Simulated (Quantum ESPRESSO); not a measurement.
The system is MnS.

```xyz
2
Lattice="0.0000 2.6045 2.6045 2.6045 0.0000 2.6045 2.6045 2.6045 0.0000" Properties=species:S:1:pos:R:3 pbc="T T T"
Mn    0.0000    0.0000    0.0000
S     2.6045    2.6045    2.6045
```

| Property | Result |
| --- | --- |
| Program | Quantum ESPRESSO 7.5 |
| Task | single point |
| Functional | PBE |
| Potentials or basis | SSSP 1.3 efficiency PBE |
| Cutoff | 884 eV |
| Density cutoff | 10612 eV |
| k mesh | 9 × 9 × 9 |
| Occupations | fermi-dirac, width 0.05 eV |
| Spin | collinear spin, ferromagnetic start |
| Starting moments | [4.0, 0.0] μB |

On this cell: pressure -2.7 GPa; largest force zero by symmetry; net moment 4.73 μB per cell; site moments Mn +4.22; S +0.15 μB; band gap on the k mesh none (metal or under the smearing width).

The same run follows on a disturbed copy (atoms moved at random, drawn with an rms of 0.05 Å):

```
Mn S
1.0
     0.00000    2.60450    2.60450
     2.60450    0.00000    2.60450
     2.60450    2.60450    0.00000
Mn S
1 1
Direct
  0.00369 0.00203 0.98863
  0.50638 0.51126 0.48776
```

What changes?

The energy (extrapolated to zero smearing) moves by +0.9 meV/atom; pressure -2.7 GPa; largest force 0.095 eV/Å; net moment 4.73 μB per cell; site moments Mn +4.21; S +0.15 μB; band gap on the k mesh none (metal or under the smearing width).

Forces in eV/Å, atoms in the order of the input:
```
Mn   0.054  0.012  0.077
S   -0.054 -0.012 -0.077
```

Caveats: a cell with one magnetic atom can't hold antiferromagnetic order, which such compounds often take; semilocal functionals often make such compounds metallic where correlation or magnetic order opens a gap, which also shifts bond lengths.
